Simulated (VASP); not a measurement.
# KI (Fm-3m) in VASP: further runs, part 2 of 2

VASP 6.6.1.

## Step 3: Relaxation of the atoms, r2SCAN (a relaxed cell with its volume scaled by 1.04)

INCAR reads:

```
SYSTEM = KI
ALGO = Normal
EDIFF = 1E-7
EDIFFG = -0.01
ENCUT = 600
IBRION = 2
ISIF = 2
ISMEAR = 0
LASPH = .True.
LCHARG = .False.
LMIXTAU = .True.
LREAL = .False.
LWAVE = .False.
METAGGA = R2SCAN
NELM = 80
NSW = 40
PREC = Accurate
SIGMA = 0.03
```

KPOINTS reads:

```
k-points
0
Gamma
  8 8 8
  0 0 0
```

POSCAR reads:

```
KI                                      
1.0
   -0.0000000000      3.5956543821      3.5956543821
    3.5956543821      0.0000000000      3.5956543821
    3.5956543821      3.5956543821      0.0000000000
  K               I             
     1     1
Direct
     0.0000000000000000    0.0000000000000000    0.0000000000000000
     0.5000000000000000    0.5000000000000000    0.5000000000000000
```

Potentials or basis: VASP PAW PBE potentials, release 64 (K_sv, I).

Launch:

```console
$ cat potpaw_PBE.64/K_sv/POTCAR potpaw_PBE.64/I/POTCAR > POTCAR
$ mpirun -np 1 vasp_std > vasp.out
```

OUTCAR:

```text
SYSTEM = KI
   EDIFF = 1E-7
   EDIFFG = -0.01
   ENCUT = 600
   IBRION = 2
   ISIF = 2
   ISMEAR = 0
   LASPH = .True.
   LREAL = .False.
   METAGGA = R2SCAN
   NELM = 80
   NSW = 40
   PREC = Accurate

 ion  position               nearest neighbor table
   1  0.000  0.000  0.000-   2 3.60   2 3.60   2 3.60   2 3.60   2 3.60   2 3.60
   2  0.500  0.500  0.500-   1 3.60   1 3.60   1 3.60   1 3.60   1 3.60   1 3.60

  LATTYP: Found a face centered cubic cell.
 ALAT       =     7.1913087642

  Lattice vectors:

 A1 = (   0.0000000000,   3.5956543821,   3.5956543821)
 A2 = (   3.5956543821,   0.0000000000,   3.5956543821)
 A3 = (   3.5956543821,   3.5956543821,   0.0000000000)

Analysis of symmetry for initial positions (statically):
=====================================================================
 Subroutine PRICEL returns:
 Original cell was already a primitive cell.

 Routine SETGRP: Setting up the symmetry group for a
 face centered cubic supercell.

 Subroutine GETGRP returns: Found 48 space group operations
 (whereof 48 operations were pure point group operations)
 out of a pool of 48 trial point group operations.

The static configuration has the point symmetry O_h .

Analysis of symmetry for dynamics (positions and initial velocities):
=====================================================================
 Subroutine PRICEL returns:
 Original cell was already a primitive cell.

 Routine SETGRP: Setting up the symmetry group for a
 face centered cubic supercell.

 Subroutine GETGRP returns: Found 48 space group operations
 (whereof 48 operations were pure point group operations)
 out of a pool of 48 trial point group operations.

The dynamic configuration has the point symmetry O_h .

 Subroutine INISYM returns: Found 48 space group operations
 (whereof 48 operations are pure point group operations),
 and found     1 'primitive' translations

----------------------------------------------------------------------------------------

                                     Primitive cell

  volume of cell :      92.9745

  direct lattice vectors                    reciprocal lattice vectors
     0.000000000  3.595654382  3.595654382    -0.139056747  0.139056747  0.139056747
     3.595654382  0.000000000  3.595654382     0.139056747 -0.139056747  0.139056747
     3.595654382  3.595654382  0.000000000     0.139056747  0.139056747 -0.139056747

  length of vectors
     5.085023193  5.085023193  5.085023193     0.240853350  0.240853350  0.240853350

  position of ions in fractional coordinates (direct lattice)
     0.000000000  0.000000000  0.000000000
     0.500000000  0.500000000  0.500000000

  ion indices of the primitive-cell ions
   primitive index   ion index
                 1           1
                 2           2

----------------------------------------------------------------------------------------

 KPOINTS: k-points

Automatic generation of k-mesh.
 Grid dimensions read from file:
 generate k-points for:    8    8    8

 Generating k-lattice:

[... 44 lines left out ...]
   number of dos      NEDOS =    301   number of ions     NIONS =      2
   total plane-waves  NPLWV =  74088
   dimension x,y,z NGX =    42 NGY =   42 NGZ =   42
   dimension x,y,z NGXF=    84 NGYF=   84 NGZF=   84
   ions per type =               1   1
   NGX,Y,Z   is equivalent  to a cutoff of  13.73, 13.73, 13.73 a.u.
   NGXF,Y,Z  is equivalent  to a cutoff of  27.46, 27.46, 27.46 a.u.
 SYSTEM =  KI
   PREC   = accura    normal or accurate (medium, high low for compatibility)
   ISTART =      0    job   : 0-new  1-cont  2-samecut
   ICHARG =      2    charge: 1-file 2-atom 10-const
   ISPIN  =      1    spin polarized calculation?
   LNONCOLLINEAR =      F non collinear calculations
   LSORBIT =      F    spin-orbit coupling
   LASPH  =      T    aspherical Exc in radial PAW
   ENCUT  =  600.0 eV  44.10 Ry    6.64 a.u.  10.16 10.16 10.16*2*pi/ulx,y,z
   NELM   =     80;   NELMIN=  2; NELMDL= -5     # of ELM steps
   EDIFF  = 0.1E-06   stopping-criterion for ELM
   LREAL  =      F    real-space projection
   EDIFFG = -.1E-01   stopping-criterion for IOM
   NSW    =     40    number of steps for IOM
   IBRION =      2    ionic relax: 0-MD 1-quasi-New 2-CG
   NFREE  =      1    steps in history (QN), initial steepest desc. (CG)
   ISIF   =      2    stress and relaxation
   ISYM   =      2    0-nonsym 1-usesym 2-fastsym
   POTIM  = 0.5000    time-step for ionic-motion
   TEBEG  =    0.0;   TEEND  =   0.0 temperature during run
   PSTRESS=    0.0 pullay stress
   NELECT =      16.0000    total number of electrons
   NUPDOWN=      -1.0000    fix difference up-down
   EMIN   =  10.00;   EMAX   =-10.00  energy-range for DOS
   EFERMI =   0.00;   METHOD = LEGACY
   ISMEAR =     0;   SIGMA  =   0.03  broadening in eV -4-tet -1-fermi 0-gaus
   EFERMI_NEDOS =   21; number of points for ismear=-14 and -15
   IALGO  =     38    algorithm
   IMIX   =      4    mixing-type and parameters
     AMIX     =   0.40;   BMIX     =  1.00
     AMIX_MAG =   1.60;   BMIX_MAG =  1.00
  volume/ion in A,a.u.               =      46.49       313.71
  Fermi-wavevector in a.u.,A,eV,Ry     =   0.910598  1.720781 11.281808  0.829189
  Thomas-Fermi vector in A             =   2.034779
   LORBIT       =      0    0 simple, 1 ext, 2 COOP (PROOUT), +10 PAW based schemes
   METAGGA = R2SCAN    functional components
   LHFCALC =     F    Hartree Fock is set to
   AEXX    =    0.0000 exact exchange contribution
   IVDW    =     0    specifies the selected vdW correction
   LEPSILON=     F    determine dielectric tensor
   LRPA    =     F    only Hartree local field effects (RPA)
 conjugate gradient relaxation of ions
 non-spin polarized calculation
 Gauss-broadening in eV      SIGMA  =   0.03
  energy-cutoff  :      600.00
  volume of cell :       92.97
 maximum number of plane-waves:      3138
 NGX is ok and might be reduce to    42
   NGX = 21   NGY = 21   NGZ = 21

 number of electron      16.0000000 magnetization

 Free energy of the ion-electron system (eV)
  ---------------------------------------------------
  ext. energy  EPLUGINS =         0.00000000
  ---------------------------------------------------
  free energy    TOTEN  =       -33.98062229 eV

  energy without entropy =      -33.98062229  energy(sigma->0) =      -33.98062229

 E-fermi :  -0.8572     XC(G=0):  -7.2984

 val. band max:       -1.0197926101   @ k =   0.0000   0.0000   0.0000
 cond. band min:       3.4570311514   @ k =   0.0000   0.0000   0.0000
 fundamental gap:      4.4768237615
 Fermi energy:        -0.8571623033

 k-point     1 :       0.0000    0.0000    0.0000
  band No.  band energies     occupation
      1     -30.7744      2.00000
      2     -13.4832      2.00000
      3     -13.4832      2.00000
      4     -13.4832      2.00000
      5     -11.7550      2.00000
      6      -1.0198      2.00000
      7      -1.0198      2.00000
      8      -1.0198      2.00000
      9       3.4570      0.00000
     10       6.0503      0.00000
     11       6.0503      0.00000
     12       6.0503      0.00000
[... 331 lines left out ...]
 k-point    24 :      -0.3750    0.2500    0.1250
  band No.  band energies     occupation
      1     -30.7727      2.00000
      2     -13.5626      2.00000
      3     -13.4962      2.00000
      4     -13.4897      2.00000
      5     -11.5524      2.00000
      6      -2.0297      2.00000
      7      -1.5172      2.00000
      8      -1.3659      2.00000
      9       5.4675      0.00000
     10       6.3350      0.00000
     11       6.9015      0.00000
     12       7.8504      0.00000

 [... further k-points ...]

------------------------ aborting loop because EDIFF is reached ----------------------------------------

  FORCE on cell =-STRESS in cart. coord.  units (eV):
  Direction    XX          YY          ZZ          XY          YZ          ZX
  --------------------------------------------------------------------------------------
  -------------------------------------------------------------------------------------
  Total       -0.2644618     -0.2644618     -0.2644618      0.0000000      0.0000000      0.0000000
  in kB       -4.5573224     -4.5573224     -4.5573224      0.0000000      0.0000000      0.0000000
  external PRESSURE =      -4.5573224 kB  Pullay stress =       0.0000000 kB

 VOLUME and BASIS-vectors are now :
 -----------------------------------------------------------------------------
  energy-cutoff  :      600.00
  volume of cell :       92.97
      direct lattice vectors                 reciprocal lattice vectors
     0.000000000  3.595654382  3.595654382    -0.139056747  0.139056747  0.139056747
     3.595654382  0.000000000  3.595654382     0.139056747 -0.139056747  0.139056747
     3.595654382  3.595654382  0.000000000     0.139056747  0.139056747 -0.139056747

 POSITION                                       TOTAL-FORCE (eV/Angst)
 -----------------------------------------------------------------------------------
      0.00000      0.00000      0.00000         0.000000      0.000000     -0.000000
      3.59565      3.59565      3.59565        -0.000000     -0.000000      0.000000
 -----------------------------------------------------------------------------------
    total drift:                               -0.000000     -0.000000     -0.000000

  FREE ENERGIE OF THE ION-ELECTRON SYSTEM (eV)
  ---------------------------------------------------
  free  energy   TOTEN  =       -33.9806222867 eV

  energy  without entropy=      -33.9806222867  energy(sigma->0) =      -33.98062229

 reached required accuracy - stopping structural energy minimisation
```

OSZICAR:

```text
N       E                     dE             d eps       ncg     rms          rms(c)
DAV:   1     0.702383277783E+02    0.70238E+02   -0.70683E+03   696   0.127E+03
DAV:   2    -0.299659140121E+02   -0.10020E+03   -0.94860E+02   812   0.266E+02
DAV:   3    -0.368988272347E+02   -0.69329E+01   -0.69025E+01   948   0.634E+01
[... 17 lines left out ...]
DAV:  21    -0.339806221174E+02    0.19014E-06   -0.24624E-07   908   0.704E-03    0.488E-04
DAV:  22    -0.339806222272E+02   -0.10981E-06   -0.46958E-08   596   0.276E-03    0.757E-04
DAV:  23    -0.339806220423E+02    0.18483E-06   -0.48972E-08   528   0.316E-03    0.293E-04
DAV:  24    -0.339806222751E+02   -0.23278E-06   -0.13682E-07   504   0.518E-03    0.203E-04
DAV:  25    -0.339806222867E+02   -0.11567E-07   -0.10151E-08   420   0.164E-03
   1 F= -.33980622E+02 E0= -.33980622E+02  d E =-.339806E+02
```

Run time: 2.8 min. Hardware: 1 thread of Intel Xeon Platinum 8559C (Emerald Rapids), shared host; peak memory 0.3 GiB.

Results:

```yaml
Free_energy: -33.9806 eV
Pressure_after_relaxing: -0.5 GPa
Band_gap_on_the_k_mesh: 4.48 eV, direct
```

Final structure:
```xyz
2
Lattice="0.0000 3.5957 3.5957 3.5957 0.0000 3.5957 3.5957 3.5957 0.0000" Properties=species:S:1:pos:R:3 pbc="T T T"
K     0.0000    0.0000    0.0000
I     3.5957    3.5957    3.5957
```

Levels at points of the mesh, in eV from the valence-band top:
```csv
k point,band 6,band 7,band 8,band 9,band 10,band 11
"(0.00, 0.00, 0.00)",0.00,0.00,0.00,4.48,7.07,7.07
"(0.50, 0.00, 0.00)",-1.20,-0.29,-0.29,5.96,8.17,8.66
"(0.50, 0.50, 0.00)",-0.94,-0.34,-0.34,5.45,6.37,8.78
```

Caveat: the relaxation stopped at its first step, so nothing moved; the PAW data sets were made with another functional, which shifts forces and pressure a little; spin-orbit coupling is left out, which moves the levels of the heavy elements. A k mesh can miss the band edges.

## Step 4: Relaxation of the atoms, r2SCAN (a relaxed cell with its volume scaled by 1.06)

INCAR is that of step 3.

KPOINTS is that of step 3.

POSCAR reads:

```
KI                                      
1.0
   -0.0000000000      3.6185572568      3.6185572568
    3.6185572568      0.0000000000      3.6185572568
    3.6185572568      3.6185572568      0.0000000000
  K               I             
     1     1
Direct
     0.0000000000000000    0.0000000000000000    0.0000000000000000
     0.5000000000000000    0.5000000000000000    0.5000000000000000
```

Potentials or basis: VASP PAW PBE potentials, release 64 (K_sv, I).

Launch:

```console
$ cat potpaw_PBE.64/K_sv/POTCAR potpaw_PBE.64/I/POTCAR > POTCAR
$ mpirun -np 1 vasp_std > vasp.out
```

OUTCAR:

```text
SYSTEM = KI
   EDIFF = 1E-7
   EDIFFG = -0.01
   ENCUT = 600
   IBRION = 2
   ISIF = 2
   ISMEAR = 0
   LASPH = .True.
   LREAL = .False.
   METAGGA = R2SCAN
   NELM = 80
   NSW = 40
   PREC = Accurate

 ion  position               nearest neighbor table
   1  0.000  0.000  0.000-   2 3.62   2 3.62   2 3.62   2 3.62   2 3.62   2 3.62
   2  0.500  0.500  0.500-   1 3.62   1 3.62   1 3.62   1 3.62   1 3.62   1 3.62

  LATTYP: Found a face centered cubic cell.
 ALAT       =     7.2371145136

  Lattice vectors:

 A1 = (   0.0000000000,   3.6185572568,   3.6185572568)
 A2 = (   3.6185572568,   0.0000000000,   3.6185572568)
 A3 = (   3.6185572568,   3.6185572568,   0.0000000000)

Analysis of symmetry for initial positions (statically):
=====================================================================
 Subroutine PRICEL returns:
 Original cell was already a primitive cell.

 Routine SETGRP: Setting up the symmetry group for a
 face centered cubic supercell.

 Subroutine GETGRP returns: Found 48 space group operations
 (whereof 48 operations were pure point group operations)
 out of a pool of 48 trial point group operations.
[... 180 lines left out ...]
      6      -1.1101      2.00000
      7      -1.1101      2.00000
      8      -1.1101      2.00000
      9       3.3224      0.00000
     10       5.9657      0.00000
     11       5.9657      0.00000
     12       5.9657      0.00000
[... 331 lines left out ...]
 k-point    24 :      -0.3750    0.2500    0.1250
  band No.  band energies     occupation
      1     -30.8995      2.00000
      2     -13.6784      2.00000
      3     -13.6195      2.00000
      4     -13.6135      2.00000
      5     -11.6328      2.00000
      6      -2.0864      2.00000
      7      -1.5895      2.00000
      8      -1.4420      2.00000
      9       5.3533      0.00000
     10       6.2274      0.00000
     11       6.7392      0.00000
     12       7.7209      0.00000

 [... further k-points ...]

------------------------ aborting loop because EDIFF is reached ----------------------------------------

  FORCE on cell =-STRESS in cart. coord.  units (eV):
  Direction    XX          YY          ZZ          XY          YZ          ZX
  --------------------------------------------------------------------------------------
  -------------------------------------------------------------------------------------
  Total       -0.3778895     -0.3778895     -0.3778895      0.0000000     -0.0000000      0.0000000
  in kB       -6.3890908     -6.3890908     -6.3890908      0.0000000     -0.0000000      0.0000000
  external PRESSURE =      -6.3890908 kB  Pullay stress =       0.0000000 kB

 VOLUME and BASIS-vectors are now :
 -----------------------------------------------------------------------------
  energy-cutoff  :      600.00
  volume of cell :       94.76
      direct lattice vectors                 reciprocal lattice vectors
     0.000000000  3.618557257  3.618557257    -0.138176617  0.138176617  0.138176617
     3.618557257  0.000000000  3.618557257     0.138176617 -0.138176617  0.138176617
     3.618557257  3.618557257  0.000000000     0.138176617  0.138176617 -0.138176617

 POSITION                                       TOTAL-FORCE (eV/Angst)
 -----------------------------------------------------------------------------------
      0.00000      0.00000      0.00000         0.000000     -0.000000      0.000000
      3.61856      3.61856      3.61856        -0.000000      0.000000     -0.000000
 -----------------------------------------------------------------------------------
    total drift:                               -0.000000     -0.000000     -0.000000

  FREE ENERGIE OF THE ION-ELECTRON SYSTEM (eV)
  ---------------------------------------------------
  free  energy   TOTEN  =       -33.9746501766 eV

  energy  without entropy=      -33.9746501766  energy(sigma->0) =      -33.97465018

 reached required accuracy - stopping structural energy minimisation
```

CONTCAR:

```text
KI
   1.00000000000000
     0.0000000000000000    3.6185572568000000    3.6185572568000000
     3.6185572568000000    0.0000000000000000    3.6185572568000000
     3.6185572568000000    3.6185572568000000    0.0000000000000000
  K               I
     1     1
Direct
     0.0000000000000000    0.0000000000000000    0.0000000000000000
     0.5000000000000000    0.5000000000000000    0.5000000000000000

  0.00000000E+00  0.00000000E+00  0.00000000E+00
  0.00000000E+00  0.00000000E+00  0.00000000E+00
```

Wall time 2.7 min (1 thread of Intel Xeon Platinum 8559C (Emerald Rapids), shared host); peak memory 0.3 GiB.

What came out:

```
Free energy             : -33.9747 eV
Pressure after relaxing : -0.6 GPa
Band gap on the k mesh  : 4.43 eV, direct
```

Final structure:
```
CELL_PARAMETERS angstrom
0.00000 3.61856 3.61856
3.61856 0.00000 3.61856
3.61856 3.61856 0.00000
ATOMIC_POSITIONS crystal
K 0.00000 0.00000 0.00000
I 0.50000 0.50000 0.50000
```

Caveat: the relaxation stopped at its first step, so nothing moved; the PAW data sets were made with another functional, which shifts forces and pressure a little; spin-orbit coupling is left out, which moves the levels of the heavy elements. A k mesh can miss the band edges.

## Step 5: Relaxation of cell and atoms, PBEsol

INCAR reads:

```
SYSTEM = KI
  PREC = Accurate
  ENCUT = 600
  EDIFF = 1E-6
  ISMEAR = 0
  SIGMA = 0.03
  LREAL = .False.
  LASPH = .True.
  NELM = 80
  ALGO = Normal
  ISIF = 3
  LWAVE = .False.
  LCHARG = .False.
  GGA = PS
  IBRION = 2
  NSW = 90
  EDIFFG = -0.01
```

KPOINTS reads:

```
regular mesh
0
Gamma
  8 8 8
  0 0 0
```

POSCAR reads:

```
KI
1.0
    0.0000000000      3.5327750000      3.5327750000
    3.5327750000      0.0000000000      3.5327750000
    3.5327750000      3.5327750000      0.0000000000
K I
1 1
Direct
    0.0000000000      0.0000000000      0.0000000000
    0.5000000000      0.5000000000      0.5000000000
```

Launch:

```console
$ cat potpaw_PBE.64/K_sv/POTCAR potpaw_PBE.64/I/POTCAR > POTCAR
$ mpirun -np 1 vasp_std > vasp.out
```

It took 69 s on 1 thread of AMD EPYC 9R45 (Zen 5), shared host; peak memory 0.23 GiB.

Results (log left out):

* Free energy: -5.8161 eV
* Relaxed volume: 43.17 Å³/atom
* Relaxed cell: a = 4.961 Å, b = 4.961 Å, c = 4.961 Å, α = 60.00°, β = 60.00°, γ = 60.00°
* Space group after relaxing (to 0.05 Å): Fm-3m (No. 225)
* Energy gained by relaxing: 0.7 meV/atom
* Ionic steps: 5
* Pressure after relaxing: 0.0 GPa
* Band gap on the k mesh: 3.86 eV, direct

Step by step:
```csv
step,energy change (eV),largest force (eV/Å),pressure (GPa),volume (Å³)
1,0.0000,0.0000,-0.24,88.18
2,-0.0010,0.0000,-0.13,87.36
3,-0.0013,0.0000,-0.07,86.85
4,-0.0013,0.0000,0.07,85.83
5,-0.0015,0.0000,-0.01,86.35
```

Final structure:
```cif
data_structure
_symmetry_space_group_name_H-M 'P 1'
_symmetry_Int_Tables_number 1
_cell_length_a 4.9612
_cell_length_b 4.9612
_cell_length_c 4.9612
_cell_angle_alpha 60.000
_cell_angle_beta 60.000
_cell_angle_gamma 60.000
_cell_volume 86.35
loop_
_atom_site_label
_atom_site_type_symbol
_atom_site_fract_x
_atom_site_fract_y
_atom_site_fract_z
_atom_site_occupancy
K1 K 0.00000 0.00000 0.00000 1
I1 I 0.50000 0.50000 0.50000 1
```

Levels at points of the mesh, in eV from the valence-band top:
```csv
k point,band 5,band 6,band 7,band 8,band 9,band 10,band 11,band 12
"(0.00, 0.00, 0.00)",-10.57,0.00,0.00,0.00,3.86,6.42,6.42,6.42
"(0.50, 0.00, 0.00)",-10.25,-1.40,-0.36,-0.36,5.40,7.67,8.11,8.11
"(0.50, 0.50, 0.00)",-10.42,-1.05,-0.39,-0.39,4.79,5.72,8.09,8.75
```

Caveat: the PAW data sets were made with another functional, which shifts forces and pressure a little; spin-orbit coupling is left out, which moves the levels of the heavy elements.

## Step 6: Summary

| task | level | cell | gap on the mesh (eV) | pressure (GPa) |
| --- | --- | --- | --- | --- |
| relaxation of the atoms | r2SCAN | atoms relaxed from: a relaxed cell with its volume scaled by 1.02 | 4.52 | -0.2 |
| relaxation of the atoms | r2SCAN | atoms relaxed from: a relaxed cell with its volume scaled by 1.04 | 4.48 | -0.5 |
| relaxation of the atoms | r2SCAN | atoms relaxed from: a relaxed cell with its volume scaled by 1.06 | 4.43 | -0.6 |
| relaxation of cell and atoms | PBEsol | relaxed | 3.86 | 0.0 |

Alike in all rows: potentials or basis VASP PAW PBE potentials, release 64 (K_sv, I); no spin polarisation; k mesh 8 × 8 × 8; cutoff (eV) 600; smearing gaussian 0.03 eV.

Caveats: the PAW data sets were made with another functional, which shifts forces and pressure a little; spin-orbit coupling is left out, which moves the levels of the heavy elements; the relaxation stopped at its first step, so nothing moved (some runs).

Absolute energies hang on the potentials; compare differences alone.
